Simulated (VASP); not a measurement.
# Pb (Fm-3m) in VASP: settings compared

The runs below take Pb through single point, relaxation of cell and atoms, with RPBE, optPBE-vdW, PBE, HSE06.

Everything below comes from runs of VASP 6.6.1. Logs are shortened: lines on timing, memory, paths and dates and some standing lists are left out, and cuts for length are marked.

## (1) Starting point

Symmetry: Fm-3m, No. 225, cubic system. The conventional cell has a = 4.950 Å, b = 4.950 Å, c = 4.950 Å, α = 90.00°, β = 90.00°, γ = 90.00°. Pb (site symmetry m-3m) is surrounded by 12 Pb at 3.50 Å.

## (2) Single point, RPBE

The input, INCAR:

```
  PREC = Accurate
  ENCUT = 520
  EDIFF = 1E-6
  ISMEAR = 0
  SIGMA = 0.05
  LREAL = False
  LASPH = True
  NELM = 80
  ALGO = Fast
  ISIF = 2
  LWAVE = False
  LCHARG = False
  GGA = RP
  NBANDS = 13
```

The input, KPOINTS:

```
Automatic mesh
0
Gamma
  9 9 9
```

The input, POSCAR:

```
Pb
1.0
    0.0000000000      2.4750200000      2.4750200000
    2.4750200000      0.0000000000      2.4750200000
    2.4750200000      2.4750200000      0.0000000000
Pb
1
Cartesian
    0.0000000000      0.0000000000      0.0000000000
```

Potentials or basis: VASP PAW PBE potentials, release 54 (Pb_d).

On the command line:

```sh
cat potpaw_PBE.54/Pb_d/POTCAR > POTCAR
mpirun -np 1 vasp_std > vasp.out
```

OUTCAR:

```text
PREC = Accurate
   ENCUT = 520
   EDIFF = 1E-6
   ISMEAR = 0
   LREAL = False
   LASPH = True
   NELM = 80
   ISIF = 2
   GGA = RP

 ion  position               nearest neighbor table
   1  0.000  0.000  0.000-

  LATTYP: Found a face centered cubic cell.
 ALAT       =     4.9500400000

  Lattice vectors:

 A1 = (   0.0000000000,   2.4750200000,   2.4750200000)
 A2 = (   2.4750200000,   0.0000000000,   2.4750200000)
 A3 = (   2.4750200000,   2.4750200000,   0.0000000000)

Analysis of symmetry for initial positions (statically):
=====================================================================
 Subroutine PRICEL returns:
 Original cell was already a primitive cell.

 Routine SETGRP: Setting up the symmetry group for a
 face centered cubic supercell.

 Subroutine GETGRP returns: Found 48 space group operations
 (whereof 48 operations were pure point group operations)
 out of a pool of 48 trial point group operations.

The static configuration has the point symmetry O_h .

Analysis of symmetry for dynamics (positions and initial velocities):
=====================================================================
 Subroutine PRICEL returns:
 Original cell was already a primitive cell.

 Routine SETGRP: Setting up the symmetry group for a
 face centered cubic supercell.

 Subroutine GETGRP returns: Found 48 space group operations
 (whereof 48 operations were pure point group operations)
 out of a pool of 48 trial point group operations.

The dynamic configuration has the point symmetry O_h .

 Subroutine INISYM returns: Found 48 space group operations
 (whereof 48 operations are pure point group operations),
 and found     1 'primitive' translations

----------------------------------------------------------------------------------------

                                     Primitive cell

  volume of cell :      30.3226

  direct lattice vectors                    reciprocal lattice vectors
     0.000000000  2.475020000  2.475020000    -0.202018570  0.202018570  0.202018570
     2.475020000  0.000000000  2.475020000     0.202018570 -0.202018570  0.202018570
     2.475020000  2.475020000  0.000000000     0.202018570  0.202018570 -0.202018570

  length of vectors
     3.500206851  3.500206851  3.500206851     0.349906427  0.349906427  0.349906427

  position of ions in fractional coordinates (direct lattice)
     0.000000000  0.000000000  0.000000000

  ion indices of the primitive-cell ions
   primitive index   ion index
                 1           1
[... 91 lines left out ...]
   TEBEG  =    0.0;   TEEND  =   0.0 temperature during run
   PSTRESS=    0.0 pullay stress
   NELECT =      14.0000    total number of electrons
   NUPDOWN=      -1.0000    fix difference up-down
   EMIN   =  10.00;   EMAX   =-10.00  energy-range for DOS
   EFERMI =   0.00;   METHOD = LEGACY
   ISMEAR =     0;   SIGMA  =   0.05  broadening in eV -4-tet -1-fermi 0-gaus
   EFERMI_NEDOS =   21; number of points for ismear=-14 and -15
   IALGO  =     68    algorithm
   IMIX   =      4    mixing-type and parameters
     AMIX     =   0.40;   BMIX     =  1.00
     AMIX_MAG =   1.60;   BMIX_MAG =  1.00
  volume/ion in A,a.u.               =      30.32       204.63
  Fermi-wavevector in a.u.,A,eV,Ry     =   1.265306  2.391081 21.782907  1.600999
  Thomas-Fermi vector in A             =   2.398566
   LORBIT       =      0    0 simple, 1 ext, 2 COOP (PROOUT), +10 PAW based schemes
   GGA     = RP    functional components
   LHFCALC =     F    Hartree Fock is set to
   AEXX    =    0.0000 exact exchange contribution
   IVDW    =     0    specifies the selected vdW correction
   LEPSILON=     F    determine dielectric tensor
   LRPA    =     F    only Hartree local field effects (RPA)
 non-spin polarized calculation
 RMM-DIIS sequential band-by-band and
 Gauss-broadening in eV      SIGMA  =   0.05
  energy-cutoff  :      520.00
  volume of cell :       30.32
 maximum number of plane-waves:       869
 NGX is ok and might be reduce to    28
   NGX = 13   NGY = 13   NGZ = 13

 number of electron      13.9999999 magnetization

 Free energy of the ion-electron system (eV)
  ---------------------------------------------------
  ext. energy  EPLUGINS =         0.00000000
  ---------------------------------------------------
  free energy    TOTEN  =        -3.16351934 eV

  energy without entropy =       -3.16259506  energy(sigma->0) =       -3.16305720

 E-fermi :   7.2718     XC(G=0): -10.0879

 val. band max:        7.0454983880   @ k =  -0.3333   0.3333   0.1111
 cond. band min:       7.2754842962   @ k =  -0.2222   0.3333   0.1111
 fundamental gap:      0.2299859082
 Fermi energy:         7.2717780052

 k-point     1 :       0.0000    0.0000    0.0000
  band No.  band energies     occupation
      1      -9.7355      2.00000
      2      -9.7355      2.00000
      3      -9.7355      2.00000
      4      -9.5972      2.00000
      5      -9.5972      2.00000
      6      -4.3381      2.00000
      7      14.8534      0.00000
      8      14.8534      0.00000
      9      14.8534      0.00000
     10      17.1350      0.00000
     11      18.7106      0.00000
     12      19.8780      0.00000
     13      19.8780      0.00000
[... 530 lines left out ...]
  band No.  band energies     occupation
      1      -9.7279      2.00000
      2      -9.7139      2.00000
      3      -9.6336      2.00000
      4      -9.5445      2.00000
      5      -9.4402      2.00000
      6       0.6117      2.00000
      7       5.5947      2.00000
      8       6.5420      2.00000
      9       8.1898      0.00000
     10      17.6948      0.00000
     11      18.7605      0.00000
     12      19.7265      0.00000
     13      21.7140      0.00000

------------------------ aborting loop because EDIFF is reached ----------------------------------------

  FORCE on cell =-STRESS in cart. coord.  units (eV):
  Direction    XX          YY          ZZ          XY          YZ          ZX
  --------------------------------------------------------------------------------------
  -------------------------------------------------------------------------------------
  Total        0.7290202      0.7290202      0.7290202     -0.0000000      0.0000000      0.0000000
  in kB       38.5197966     38.5197966     38.5197966     -0.0000000      0.0000000      0.0000000
  external PRESSURE =      38.5197966 kB  Pullay stress =       0.0000000 kB

 VOLUME and BASIS-vectors are now :
 -----------------------------------------------------------------------------
  energy-cutoff  :      520.00
  volume of cell :       30.32
      direct lattice vectors                 reciprocal lattice vectors
     0.000000000  2.475020000  2.475020000    -0.202018570  0.202018570  0.202018570
     2.475020000  0.000000000  2.475020000     0.202018570 -0.202018570  0.202018570
     2.475020000  2.475020000  0.000000000     0.202018570  0.202018570 -0.202018570

 POSITION                                       TOTAL-FORCE (eV/Angst)
 -----------------------------------------------------------------------------------
      0.00000      0.00000      0.00000         0.000000      0.000000      0.000000
 -----------------------------------------------------------------------------------
    total drift:                               -0.000000     -0.000000     -0.000000

  FREE ENERGIE OF THE ION-ELECTRON SYSTEM (eV)
  ---------------------------------------------------
  free  energy   TOTEN  =        -3.1635193420 eV

  energy  without entropy=       -3.1625950571  energy(sigma->0) =       -3.16305720
```

OSZICAR:

```text
N       E                     dE             d eps       ncg     rms          rms(c)
DAV:   1     0.108426522983E+03    0.10843E+03   -0.70904E+03   930   0.126E+03
DAV:   2     0.186831447959E+01   -0.10656E+03   -0.10307E+03   950   0.314E+02
DAV:   3    -0.305167561018E+01   -0.49200E+01   -0.48991E+01  1148   0.723E+01
DAV:   4    -0.316550896563E+01   -0.11383E+00   -0.11381E+00  1129   0.119E+01
DAV:   5    -0.317085295424E+01   -0.53440E-02   -0.53437E-02  1265   0.236E+00    0.492E-01
RMM:   6    -0.316458639442E+01    0.62666E-02   -0.79756E-03  1075   0.129E+00    0.265E-01
RMM:   7    -0.316328852527E+01    0.12979E-02   -0.58783E-03  1075   0.896E-01    0.898E-02
RMM:   8    -0.316347025671E+01   -0.18173E-03   -0.16664E-03  1208   0.601E-01    0.153E-02
RMM:   9    -0.316350739353E+01   -0.37137E-04   -0.42769E-04  1353   0.232E-01    0.143E-02
RMM:  10    -0.316351504730E+01   -0.76538E-05   -0.13992E-04  1189   0.192E-01    0.527E-03
RMM:  11    -0.316351851970E+01   -0.34724E-05   -0.53724E-05  1429   0.780E-02    0.239E-03
RMM:  12    -0.316351934200E+01   -0.82229E-06   -0.91142E-06  1051   0.312E-02
   1 F= -.31635193E+01 E0= -.31630572E+01  d E =-.924285E-03
```

It took 12 s on 1 thread of Intel Xeon Platinum 8488C (Sapphire Rapids), shared host; peak memory 0.15 GiB.

What came out:

| Quantity | Value |
| --- | --- |
| Free energy | -3.1635 eV |
| Pressure | 3.9 GPa |
| Band gap on the k mesh | none (metal or under the smearing width) |

Levels at points of the mesh, in eV from the Fermi level:
| k point | band 4 | band 5 | band 6 | band 7 | band 8 | band 9 | band 10 | band 11 |
| --- | --- | --- | --- | --- | --- | --- | --- | --- |
| (0.00, 0.00, 0.00) | -16.87 | -16.87 | -11.61 | 7.58 | 7.58 | 7.58 | 9.86 | 11.44 |

Caveat: the PAW data sets were made with another functional, which shifts forces and pressure a little. The run has no spin-orbit coupling, so splittings on Pb are missing.

## (3) Single point, RPBE

The input, run.py:

```python
from ase.calculators.vasp import Vasp
from ase.dft.bandgap import bandgap
from ase.spacegroup import crystal

atoms = crystal(
    ['Pb'],
    basis=[[0.0, 0.0, 0.0]],
    spacegroup=225,
    setting=1,
    cellpar=[4.95004, 4.95004, 4.95004, 90.0, 90.0, 90.0],
    primitive_cell=True,
)
calc = Vasp(
    directory='calc',
    xc='rpbe',
    pp='PBE',
    setups='recommended',
    pp_version='54',
    prec='Accurate',
    encut=520,
    ediff=1e-06,
    ismear=0,
    sigma=0.05,
    lreal=False,
    lasph=True,
    nelm=100,
    algo='Normal',
    isif=2,
    lwave=False,
    lcharg=False,
    kpts=[9, 9, 9],
    gamma=True,
)
atoms.calc = calc

print('energy (eV):', atoms.get_potential_energy())
print('free energy (eV):', atoms.get_potential_energy(force_consistent=True))
print('forces (eV/A):')
print(atoms.get_forces())
print('stress (eV/A^3, Voigt):', atoms.get_stress())
print('Fermi level (eV):', calc.get_fermi_level())
gap, top, bottom = bandgap(calc)
print('band gap (eV):', gap, 'from (spin, k, band)', top, 'to', bottom)
```

Potentials or basis: VASP PAW PBE potentials, release 54 (Pb_d).

On the command line:

```sh
python run.py
```

Wall time 14 s (1 thread of Intel Xeon Platinum 8488C (Sapphire Rapids), shared host); peak memory 0.15 GiB.

Results (log left out):

| Quantity | Value |
| --- | --- |
| Free energy | -3.1635 eV |
| Pressure | 3.8 GPa |
| Band gap on the k mesh | none (metal or under the smearing width) |

Levels at points of the mesh, in eV from the Fermi level:
| k point | band 4 | band 5 | band 6 | band 7 | band 8 | band 9 | band 10 | band 11 |
| --- | --- | --- | --- | --- | --- | --- | --- | --- |
| (0.00, 0.00, 0.00) | -16.87 | -16.87 | -11.61 | 7.58 | 7.58 | 7.58 | 9.86 | 11.44 |

Caveat: the PAW data sets were made with another functional, which shifts forces and pressure a little.

## (4) Single point, optPBE-vdW

The input, INCAR:

```
AGGAC = 0.0 ; ALGO = VeryFast
EDIFF = 1E-6 ; ENCUT = 350
GGA = OR ; ISIF = 2
ISMEAR = 1 ; LASPH = True
LCHARG = False ; LREAL = False
LUSE_VDW = True ; LWAVE = False
NBANDS = 14 ; NELM = 100
PREC = Accurate ; SIGMA = 0.1
```

The input, KPOINTS:

```
k-points
0
Gamma
  2 2 2
```

POSCAR, as its differences from that of step 2:

```diff
@@ -7,3 +7,3 @@
 1
-Cartesian
+Direct
     0.0000000000      0.0000000000      0.0000000000
```

Potentials or basis: VASP PAW PBE potentials, release 64 (Pb_d_GW).

On the command line:

```sh
cat potpaw_PBE.64/Pb_d_GW/POTCAR > POTCAR
mpirun -np 1 vasp_std > vasp.out
```

It took 36 s on 1 thread of Intel Xeon Platinum 8488C (Sapphire Rapids), shared host; peak memory 0.25 GiB.

The run converged, but some of its settings lie outside the range that counts as converged (typed here: k = 2 × 2 × 2; ALGO = VeryFast; ENCUT = 350), so its numbers aren't taken as properties of the crystal.

Results:

- Free energy: 144.1054 eV
- Pressure: -1.7 GPa
- Band gap on the k mesh: none (metal or under the smearing width)

Caveat: the k mesh is coarse (spacing up to 1.10 Å⁻¹), so the values aren't converged; the PAW data sets were made with another functional, which shifts forces and pressure a little.

## (5) Single point, PBE

The input, INCAR:

```
SYSTEM = Pb
PREC = Accurate ; ENCUT = 520
EDIFF = 1E-7 ; ISMEAR = 0
SIGMA = 0.017 ; LREAL = .False.
LASPH = .True. ; NELM = 100
ALGO = Fast ; ISIF = 2
LWAVE = .False. ; LCHARG = .False.
GGA = PE
```

The input, KPOINTS:

```
Automatic mesh
0
Gamma
  9 9 9
  0 0 0
```

POSCAR is that of step 4.

Potentials or basis: VASP PAW PBE potentials, release 64 (Pb_d).

On the command line:

```sh
cat potpaw_PBE.64/Pb_d/POTCAR > POTCAR
mpirun -np 1 vasp_std > vasp.out
```

OUTCAR:

```text
SYSTEM = Pb
   PREC = Accurate
   ENCUT = 520
   EDIFF = 1E-7
   ISMEAR = 0
   LREAL = .False.
   LASPH = .True.
   NELM = 100
   ISIF = 2
   GGA = PE

 ion  position               nearest neighbor table
   1  0.000  0.000  0.000-

  LATTYP: Found a face centered cubic cell.
 ALAT       =     4.9500400000

  Lattice vectors:

 A1 = (   0.0000000000,   2.4750200000,   2.4750200000)
 A2 = (   2.4750200000,   0.0000000000,   2.4750200000)
 A3 = (   2.4750200000,   2.4750200000,   0.0000000000)

Analysis of symmetry for initial positions (statically):
=====================================================================
 Subroutine PRICEL returns:
 Original cell was already a primitive cell.

 Routine SETGRP: Setting up the symmetry group for a
 face centered cubic supercell.

 Subroutine GETGRP returns: Found 48 space group operations
 (whereof 48 operations were pure point group operations)
 out of a pool of 48 trial point group operations.

The static configuration has the point symmetry O_h .

Analysis of symmetry for dynamics (positions and initial velocities):
=====================================================================
 Subroutine PRICEL returns:
 Original cell was already a primitive cell.

 Routine SETGRP: Setting up the symmetry group for a
 face centered cubic supercell.

 Subroutine GETGRP returns: Found 48 space group operations
 (whereof 48 operations were pure point group operations)
 out of a pool of 48 trial point group operations.

The dynamic configuration has the point symmetry O_h .

 Subroutine INISYM returns: Found 48 space group operations
 (whereof 48 operations are pure point group operations),
 and found     1 'primitive' translations

----------------------------------------------------------------------------------------

                                     Primitive cell

  volume of cell :      30.3226

  direct lattice vectors                    reciprocal lattice vectors
     0.000000000  2.475020000  2.475020000    -0.202018570  0.202018570  0.202018570
[... 114 lines left out ...]
   LRPA    =     F    only Hartree local field effects (RPA)
 non-spin polarized calculation
 RMM-DIIS sequential band-by-band and
 Gauss-broadening in eV      SIGMA  =   0.02
  energy-cutoff  :      520.00
  volume of cell :       30.32
 maximum number of plane-waves:       869
 NGX is ok and might be reduce to    28
   NGX = 13   NGY = 13   NGZ = 13

 number of electron      13.9999999 magnetization

 Free energy of the ion-electron system (eV)
  ---------------------------------------------------
  ext. energy  EPLUGINS =         0.00000000
  ---------------------------------------------------
  free energy    TOTEN  =        -3.56817849 eV

  energy without entropy =       -3.56786445  energy(sigma->0) =       -3.56802147

 E-fermi :   7.1451     XC(G=0): -10.1860

 val. band max:        6.9153012924   @ k =  -0.3333   0.3333   0.1111
 cond. band min:       7.1463542785   @ k =  -0.2222   0.3333   0.1111
 fundamental gap:      0.2310529861
 Fermi energy:         7.1450964991

 k-point     1 :       0.0000    0.0000    0.0000
  band No.  band energies     occupation
      1      -9.7944      2.00000
      2      -9.7944      2.00000
      3      -9.7944      2.00000
      4      -9.6543      2.00000
      5      -9.6543      2.00000
      6      -4.4738      2.00000
      7      14.6989      0.00000
      8      14.6989      0.00000
      9      14.6989      0.00000
     10      17.0445      0.00000
     11      18.6199      0.00000
[... 309 lines left out ...]
 k-point    24 :       0.4444    0.4444    0.0000
  band No.  band energies     occupation
      1      -9.9527      2.00000
      2      -9.8609      2.00000
      3      -9.5345      2.00000
      4      -9.4957      2.00000
      5      -9.4957      2.00000
      6       0.1219      2.00000
      7       4.5682      2.00000
      8       9.4311      0.00000
      9       9.4311      0.00000
     10      12.7575      0.00000
     11      13.9744      0.00000

 [... further k-points ...]

------------------------ aborting loop because EDIFF is reached ----------------------------------------

  FORCE on cell =-STRESS in cart. coord.  units (eV):
  Direction    XX          YY          ZZ          XY          YZ          ZX
  --------------------------------------------------------------------------------------
  -------------------------------------------------------------------------------------
  Total        0.4093821      0.4093821      0.4093821      0.0000000     -0.0000000     -0.0000000
  in kB       21.6308332     21.6308332     21.6308332      0.0000000     -0.0000000     -0.0000000
  external PRESSURE =      21.6308332 kB  Pullay stress =       0.0000000 kB

 VOLUME and BASIS-vectors are now :
 -----------------------------------------------------------------------------
  energy-cutoff  :      520.00
  volume of cell :       30.32
      direct lattice vectors                 reciprocal lattice vectors
     0.000000000  2.475020000  2.475020000    -0.202018570  0.202018570  0.202018570
     2.475020000  0.000000000  2.475020000     0.202018570 -0.202018570  0.202018570
     2.475020000  2.475020000  0.000000000     0.202018570  0.202018570 -0.202018570

 POSITION                                       TOTAL-FORCE (eV/Angst)
 -----------------------------------------------------------------------------------
      0.00000      0.00000      0.00000         0.000000      0.000000      0.000000
 -----------------------------------------------------------------------------------
    total drift:                               -0.000000     -0.000000     -0.000000

  FREE ENERGIE OF THE ION-ELECTRON SYSTEM (eV)
  ---------------------------------------------------
  free  energy   TOTEN  =        -3.5681784877 eV

  energy  without entropy=       -3.5678644511  energy(sigma->0) =       -3.56802147
```

OSZICAR:

```text
N       E                     dE             d eps       ncg     rms          rms(c)
DAV:   1     0.104554478712E+03    0.10455E+03   -0.74880E+03   773   0.151E+03
DAV:   2     0.111557708283E+01   -0.10344E+03   -0.10132E+03   788   0.331E+02
DAV:   3    -0.346819943204E+01   -0.45838E+01   -0.45614E+01   927   0.816E+01
DAV:   4    -0.357612746192E+01   -0.10793E+00   -0.10790E+00   948   0.133E+01
DAV:   5    -0.357988400676E+01   -0.37565E-02   -0.37564E-02   951   0.223E+00    0.528E-01
RMM:   6    -0.357034340419E+01    0.95406E-02   -0.12930E-02   883   0.192E+00    0.269E-01
RMM:   7    -0.356805476322E+01    0.22886E-02   -0.83120E-03   883   0.121E+00    0.895E-02
RMM:   8    -0.356811101782E+01   -0.56255E-04   -0.18232E-03  1014   0.789E-01    0.158E-02
RMM:   9    -0.356816378450E+01   -0.52767E-04   -0.58410E-04  1126   0.300E-01    0.172E-02
RMM:  10    -0.356817113367E+01   -0.73492E-05   -0.20406E-04   941   0.300E-01    0.711E-03
RMM:  11    -0.356817646164E+01   -0.53280E-05   -0.92149E-05  1151   0.118E-01    0.324E-03
RMM:  12    -0.356817824543E+01   -0.17838E-05   -0.16993E-05  1043   0.546E-02    0.347E-03
RMM:  13    -0.356817858551E+01   -0.34008E-06   -0.36515E-06  1061   0.226E-02    0.286E-03
RMM:  14    -0.356817872195E+01   -0.13644E-06   -0.12839E-06   895   0.207E-02    0.169E-03
RMM:  15    -0.356817854208E+01    0.17987E-06   -0.21817E-07   556   0.704E-03    0.108E-03
RMM:  16    -0.356817848771E+01    0.54371E-07   -0.65308E-08   487   0.434E-03
   1 F= -.35681785E+01 E0= -.35680215E+01  d E =-.314037E-03
```

It took 8 s on 1 thread of Intel Xeon 6975P-C (Granite Rapids), shared host; peak memory 0.15 GiB.

What came out:

| Quantity | Value |
| --- | --- |
| Free energy | -3.5682 eV |
| Pressure | 2.2 GPa |
| Band gap on the k mesh | none (metal or under the smearing width) |

Spin-orbit coupling is left out, which matters for the levels of Pb.

(Part 1 of 2 ends here.)
